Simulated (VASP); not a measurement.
# BaTiO3 (P4mm) in VASP: notebook

The runs below take BaTiO3 through single point, with PBE.

Program: VASP 6.6.1. These are calculated values, not measurements. Logs are shortened: lines on timing, memory, paths and dates and some standing lists are left out, and cuts for length are marked.

## 1. The crystal as given

Symmetry: P4mm, No. 99, tetragonal system. Conventional cell: a = 4.000 Å, b = 4.000 Å, c = 4.018 Å, α = 90.00°, β = 90.00°, γ = 90.00°. Around Ba (site symmetry 4mm) lie 12 O at 2.79 to 2.88 Å. Ti (site symmetry 4mm) is surrounded by 6 O at 1.89 to 2.13 Å. Around O (site symmetry 2mm) lie 2 Ti at 2.00 Å. Around O (site symmetry 4mm) lie 2 Ti at 1.89 to 2.13 Å.

## 2. Single point, PBE

File INCAR:

```
  ADDGRID = F
  ALGO = Normal
  EDIFF = 1E-7
  ENCUT = 340
  GGA = PE
  ISIF = 2
  ISMEAR = 0
  LASPH = T
  LCHARG = F
  LREAL = F
  LWAVE = F
  NELM = 100
  PREC = Accurate
  SIGMA = 0.05
```

File KPOINTS:

```
k-points
0
Gamma
  7 7 7
```

File POSCAR:

```
BaTiO3
1.0
    3.9998000000      0.0000000000      0.0000000000
    0.0000000000      3.9998000000      0.0000000000
    0.0000000000      0.0000000000      4.0180000000
Ba Ti O
1 1 3
Direct
    0.0000000000      0.0000000000      0.0000000000
    0.5000000000      0.5000000000      0.4900000000
    0.0000000000      0.5000000000      0.5170000000
    0.5000000000      0.0000000000      0.5170000000
    0.5000000000      0.5000000000      0.0190000000
```

Potentials or basis: VASP PAW PBE potentials, release 64 (Ba_sv, Ti_sv, O).

Run with:

```console
$ cat potpaw_PBE.64/Ba_sv/POTCAR potpaw_PBE.64/Ti_sv/POTCAR potpaw_PBE.64/O/POTCAR > POTCAR
$ mpirun -np 1 vasp_std > vasp.out
```

OUTCAR:

```text
EDIFF = 1E-7
   ENCUT = 340
   GGA = PE
   ISIF = 2
   ISMEAR = 0
   LASPH = T
   LREAL = F
   NELM = 100
   PREC = Accurate

 Found     40 irreducible k-points:

 Following reciprocal coordinates:
            Coordinates               Weight
  0.000000  0.000000  0.000000      1.000000
  0.142857  0.000000  0.000000      4.000000
  0.285714  0.000000  0.000000      4.000000
  0.428571  0.000000  0.000000      4.000000
  0.142857  0.142857  0.000000      4.000000
  0.285714  0.142857  0.000000      8.000000
   k-points           NKPTS =     40   k-points in BZ     NKDIM =     40   number of bands    NBANDS=     24
   number of dos      NEDOS =    301   number of ions     NIONS =      5
   total plane-waves  NPLWV =  13824
   dimension x,y,z NGX =    24 NGY =   24 NGZ =   24
   dimension x,y,z NGXF=    48 NGYF=   48 NGZF=   48
   ions per type =               1   1   3
   NGX,Y,Z   is equivalent  to a cutoff of   9.98,  9.98,  9.93 a.u.
   NGXF,Y,Z  is equivalent  to a cutoff of  19.95, 19.95, 19.86 a.u.
 SYSTEM =  unknown system
   PREC   = accura    normal or accurate (medium, high low for compatibility)
   ISTART =      0    job   : 0-new  1-cont  2-samecut
   ICHARG =      2    charge: 1-file 2-atom 10-const
   ISPIN  =      1    spin polarized calculation?
   LNONCOLLINEAR =      F non collinear calculations
   LSORBIT =      F    spin-orbit coupling
   LASPH  =      T    aspherical Exc in radial PAW
   ENCUT  =  340.0 eV  24.99 Ry    5.00 a.u.   6.01  6.01  6.04*2*pi/ulx,y,z
   NELM   =    100;   NELMIN=  2; NELMDL= -5     # of ELM steps
   EDIFF  = 0.1E-06   stopping-criterion for ELM
   LREAL  =      F    real-space projection
   EDIFFG = 0.1E-05   stopping-criterion for IOM
   NSW    =      0    number of steps for IOM
   IBRION =     -1    ionic relax: 0-MD 1-quasi-New 2-CG
   NFREE  =      0    steps in history (QN), initial steepest desc. (CG)
   ISIF   =      2    stress and relaxation
   ISYM   =      2    0-nonsym 1-usesym 2-fastsym
   POTIM  = 0.5000    time-step for ionic-motion
   TEBEG  =    0.0;   TEEND  =   0.0 temperature during run
   PSTRESS=    0.0 pullay stress
   NELECT =      40.0000    total number of electrons
   NUPDOWN=      -1.0000    fix difference up-down
   EMIN   =  10.00;   EMAX   =-10.00  energy-range for DOS
   EFERMI =   0.00;   METHOD = LEGACY
   ISMEAR =     0;   SIGMA  =   0.05  broadening in eV -4-tet -1-fermi 0-gaus
   EFERMI_NEDOS =   21; number of points for ismear=-14 and -15
   IALGO  =     38    algorithm
   IMIX   =      4    mixing-type and parameters
     AMIX     =   0.40;   BMIX     =  1.00
     AMIX_MAG =   1.60;   BMIX_MAG =  1.00
  volume/ion in A,a.u.               =      12.86        86.76
  Fermi-wavevector in a.u.,A,eV,Ry     =   1.397653  2.641181 26.578078  1.953434
  Thomas-Fermi vector in A             =   2.520888
   LORBIT       =      0    0 simple, 1 ext, 2 COOP (PROOUT), +10 PAW based schemes
   GGA     = PE    functional components
   LHFCALC =     F    Hartree Fock is set to
   AEXX    =    0.0000 exact exchange contribution
   IVDW    =     0    specifies the selected vdW correction
   LEPSILON=     F    determine dielectric tensor
   LRPA    =     F    only Hartree local field effects (RPA)
 non-spin polarized calculation
 Gauss-broadening in eV      SIGMA  =   0.05
  energy-cutoff  :      340.00
  volume of cell :       64.28
 maximum number of plane-waves:       932
   NGX = 13   NGY = 13   NGZ = 13

 number of electron      39.9999968 magnetization

 Free energy of the ion-electron system (eV)
  ---------------------------------------------------
  ext. energy  EPLUGINS =         0.00000000
  ---------------------------------------------------
  free energy    TOTEN  =       -40.15115057 eV

  energy without entropy =      -40.15115057  energy(sigma->0) =      -40.15115057

 E-fermi :   3.9999     XC(G=0): -11.2388

 val. band max:        3.7267017409   @ k =   0.4286   0.4286   0.4286
 cond. band min:       5.6080012355   @ k =   0.0000   0.0000   0.0000
 fundamental gap:      1.8812994946
 Fermi energy:         3.9999404572

 k-point     1 :       0.0000    0.0000    0.0000
  band No.  band energies     occupation
      1     -52.7535      2.00000
      2     -29.0160      2.00000
      3     -28.9865      2.00000
      4     -28.9865      2.00000
      5     -21.0107      2.00000
      6     -13.1294      2.00000
[... 16 lines left out ...]
     23       5.8220      0.00000
     24       7.7858      0.00000

 k-point     2 :       0.1429    0.0000    0.0000
  band No.  band energies     occupation
      1     -52.7530      2.00000
      2     -29.0155      2.00000
      3     -28.9963      2.00000
      4     -28.9860      2.00000
      5     -20.9886      2.00000
      6     -13.1373      2.00000
[... 16 lines left out ...]
     23       6.0846      0.00000
     24       7.8576      0.00000

 k-point     3 :       0.2857    0.0000    0.0000
  band No.  band energies     occupation
      1     -52.7525      2.00000
      2     -29.0186      2.00000
      3     -29.0145      2.00000
      4     -28.9851      2.00000
      5     -20.9384      2.00000
      6     -13.2297      2.00000
[... 16 lines left out ...]
     23       6.7474      0.00000
     24       7.8582      0.00000

 k-point     4 :       0.4286    0.0000    0.0000
  band No.  band energies     occupation
      1     -52.7520      2.00000
      2     -29.0363      2.00000
      3     -29.0138      2.00000
      4     -28.9843      2.00000
      5     -20.8971      2.00000
      6     -13.3378      2.00000
[... 16 lines left out ...]
     23       7.2795      0.00000
     24       7.8501      0.00000

 k-point     5 :       0.1429    0.1429    0.0000
  band No.  band energies     occupation
      1     -52.7531      2.00000
      2     -29.0151      2.00000
      3     -28.9962      2.00000
      4     -28.9958      2.00000
      5     -20.9680      2.00000
      6     -13.1319      2.00000
[... 16 lines left out ...]
     23       6.2488      0.00000
     24       8.1318      0.00000

 k-point     6 :       0.2857    0.1429    0.0000
  band No.  band energies     occupation
      1     -52.7524      2.00000
      2     -29.0181      2.00000
      3     -29.0141      2.00000
      4     -28.9950      2.00000
      5     -20.9210      2.00000
      6     -13.1750      2.00000
[... 16 lines left out ...]
     23       6.8159      0.00000
     24       8.1943      0.00000

 [... further k-points ...]

------------------------ aborting loop because EDIFF is reached ----------------------------------------

  FORCE on cell =-STRESS in cart. coord.  units (eV):
  Direction    XX          YY          ZZ          XY          YZ          ZX
  --------------------------------------------------------------------------------------
  -------------------------------------------------------------------------------------
  Total       -5.3484554     -5.3484554     -4.9271663      0.0000000      0.0000000      0.0000000
  in kB     -133.3068519   -133.3068519   -122.8064897      0.0000000      0.0000000      0.0000000
  external PRESSURE =    -129.8067312 kB  Pullay stress =       0.0000000 kB

 VOLUME and BASIS-vectors are now :
 -----------------------------------------------------------------------------
  energy-cutoff  :      340.00
  volume of cell :       64.28
      direct lattice vectors                 reciprocal lattice vectors
     3.999800000  0.000000000  0.000000000     0.250012501  0.000000000  0.000000000
     0.000000000  3.999800000  0.000000000     0.000000000  0.250012501  0.000000000
     0.000000000  0.000000000  4.018000000     0.000000000  0.000000000  0.248880040

 POSITION                                       TOTAL-FORCE (eV/Angst)
 -----------------------------------------------------------------------------------
      0.00000      0.00000      0.00000         0.000000     -0.000000      0.068372
      1.99990      1.99990      1.96882        -0.000000     -0.000000     -0.127467
      0.00000      1.99990      2.07731         0.000000     -0.000000     -0.119633
      1.99990      0.00000      2.07731        -0.000000     -0.000000     -0.119633
      1.99990      1.99990      0.07634        -0.000000      0.000000      0.298362
 -----------------------------------------------------------------------------------
    total drift:                                0.000000     -0.000000      0.001144

  FREE ENERGIE OF THE ION-ELECTRON SYSTEM (eV)
  ---------------------------------------------------
  free  energy   TOTEN  =       -40.1511505737 eV

  energy  without entropy=      -40.1511505737  energy(sigma->0) =      -40.15115057
```

OSZICAR:

```text
N       E                     dE             d eps       ncg     rms          rms(c)
DAV:   1     0.370103657350E+03    0.37010E+03   -0.16953E+04  1920   0.134E+03
DAV:   2    -0.181377398792E+02   -0.38824E+03   -0.38048E+03  2504   0.416E+02
DAV:   3    -0.492388594743E+02   -0.31101E+02   -0.30886E+02  2824   0.121E+02
DAV:   4    -0.505142797103E+02   -0.12754E+01   -0.12749E+01  2760   0.206E+01
DAV:   5    -0.505512550207E+02   -0.36975E-01   -0.36974E-01  2712   0.265E+00    0.225E+01
DAV:   6    -0.402199241647E+02    0.10331E+02   -0.66598E+01  2968   0.741E+01    0.951E+00
DAV:   7    -0.402992899629E+02   -0.79366E-01   -0.10293E+01  2456   0.228E+01    0.630E+00
DAV:   8    -0.401537523464E+02    0.14554E+00   -0.12015E+00  2512   0.105E+01    0.245E+00
DAV:   9    -0.401615752980E+02   -0.78230E-02   -0.20075E-01  2336   0.317E+00    0.971E-01
DAV:  10    -0.401554635580E+02    0.61117E-02   -0.75787E-02  2632   0.222E+00    0.584E-01
DAV:  11    -0.401516224319E+02    0.38411E-02   -0.37213E-02  2760   0.145E+00    0.180E-01
DAV:  12    -0.401511252768E+02    0.49716E-03   -0.31347E-03  2296   0.516E-01    0.410E-02
DAV:  13    -0.401513300913E+02   -0.20481E-03   -0.15501E-03  2784   0.322E-01    0.108E-01
DAV:  14    -0.401511482746E+02    0.18182E-03   -0.87023E-04  2600   0.230E-01    0.777E-03
DAV:  15    -0.401511508852E+02   -0.26106E-05   -0.25830E-05  2160   0.357E-02    0.614E-03
DAV:  16    -0.401511511642E+02   -0.27906E-06   -0.13003E-06  2656   0.749E-03    0.593E-03
DAV:  17    -0.401511505576E+02    0.60663E-06   -0.28007E-06  2608   0.123E-02    0.619E-04
DAV:  18    -0.401511505737E+02   -0.16103E-07   -0.62399E-08  1112   0.193E-03
   1 F= -.40151151E+02 E0= -.40151151E+02  d E =-.736414E-16
```

Run time: 25 s. Hardware: 1 thread of Intel Xeon 6975P-C (Granite Rapids), shared host; peak memory 0.16 GiB.

The run converged, but a check on its numbers failed (symmetry, net force, bounds or a known fault of this set-up), so they aren't taken as properties of the crystal.

Caveat: the cutoff lies under the usual one of these potentials, so the numbers hold a large basis-set error; spin-orbit coupling is left out, which moves the levels of the heavy elements; an odd mesh through Γ misses points on the zone boundary, where band edges often lie.

## 3. Single point, PBE

INCAR: that of step 2 with these lines changed.

```diff
@@ -3,3 +3,3 @@
   EDIFF = 1E-7
-  ENCUT = 340
+  ENCUT = 900
   GGA = PE
```

File KPOINTS:

```
k-points
0
Gamma
  5 5 5
```

POSCAR is that of step 2.

Potentials or basis: VASP PAW PBE potentials, release 64 (Ba_sv, Ti_sv, O).

Run with:

```console
$ cat potpaw_PBE.64/Ba_sv/POTCAR potpaw_PBE.64/Ti_sv/POTCAR potpaw_PBE.64/O/POTCAR > POTCAR
$ mpirun -np 1 vasp_std > vasp.out
```

Wall time 55 s (1 thread of Intel Xeon 6975P-C (Granite Rapids), shared host); peak memory 0.28 GiB.

These settings aren't checked as converged: the numbers below hold their error.

Results:

- Free energy: -40.0022 eV
- Pressure: 4.3 GPa
- Largest force: 0.286 eV/Å
- Band gap on the k mesh: 1.93 eV, indirect (least direct gap 2.06 eV)

Caveat: spin-orbit coupling is left out, which moves the levels of the heavy elements; an odd mesh through Γ misses points on the zone boundary, where band edges often lie.

## 4. Single point, PBE

INCAR: that of step 3 with these lines changed.

```diff
@@ -3,6 +3,6 @@
   EDIFF = 1E-7
-  ENCUT = 900
+  ENCUT = 460
   GGA = PE
   ISIF = 2
-  ISMEAR = 0
+  ISMEAR = -5
   LASPH = T
```

File KPOINTS:

```
k-points
0
Gamma
  7 7 7
```

POSCAR is that of step 3.

Run with:

```console
$ cat potpaw_PBE.64/Ba_sv/POTCAR potpaw_PBE.64/Ti_sv/POTCAR potpaw_PBE.64/O/POTCAR > POTCAR
$ mpirun -np 1 vasp_std > vasp.out
```

Wall time 28 s (1 thread of Intel Xeon 6975P-C (Granite Rapids), shared host); peak memory 0.19 GiB.

The run converged, but some of its settings lie outside the range that counts as converged, so its numbers aren't taken as properties of the crystal.

Results:

| Quantity | Value |
| --- | --- |
| Free energy | -39.9904 eV |
| Pressure | 3.4 GPa |
| Largest force | 0.274 eV/Å |
| Band gap on the k mesh | 1.87 eV, indirect (least direct gap 2.06 eV) |

Caveat: the cutoff is under 1.25 times the usual one of these potentials, so pressure, stress and relaxed cells hold a basis-set (Pulay) error; spin-orbit coupling is left out, which moves the levels of the heavy elements; an odd mesh through Γ misses points on the zone boundary, where band edges often lie.

## 5. Single point, PBE

File INCAR:

```
  ADDGRID = F
  ALGO = Normal
  EDIFF = 1E-7
  ENCUT = 520
  GGA = PE
  ISIF = 2
  ISMEAR = 0
  LASPH = T
  LCHARG = F
  LREAL = F
  LWAVE = F
  NELM = 100
  PREC = Normal
  SIGMA = 0.05
```

KPOINTS is that of step 4.

POSCAR is that of step 4.

Run with:

```console
$ cat potpaw_PBE.64/Ba_sv/POTCAR potpaw_PBE.64/Ti_sv/POTCAR potpaw_PBE.64/O/POTCAR > POTCAR
$ mpirun -np 1 vasp_std > vasp.out
```

It took 21 s on 1 thread of Intel Xeon 6975P-C (Granite Rapids), shared host; peak memory 0.18 GiB.

The run converged, but some of its settings lie outside the range that counts as converged, so its numbers aren't taken as properties of the crystal.

What came out:

```yaml
Free_energy: -39.9823 eV
Pressure: 4.2 GPa
Largest_force: 0.274 eV/Å
Band_gap_on_the_k_mesh: 1.87 eV, indirect (least direct gap 2.06 eV)
```

Caveat: spin-orbit coupling is left out, which moves the levels of the heavy elements; an odd mesh through Γ misses points on the zone boundary, where band edges often lie.

## 6. The reference run

An earlier run on the cell as given: functional PBEsol; potentials or basis VASP PAW PBE potentials, release 64 (Ba_sv, Ti_sv, O); cutoff 520 eV; k mesh 7 × 7 × 7; occupations fermi-dirac, width 0.05 eV; no spin polarisation.

* Pressure: -2.0 GPa
* Largest force: 0.323 eV/Å
* Band gap on the k mesh: 1.82 eV, indirect (least direct gap 2.02 eV)
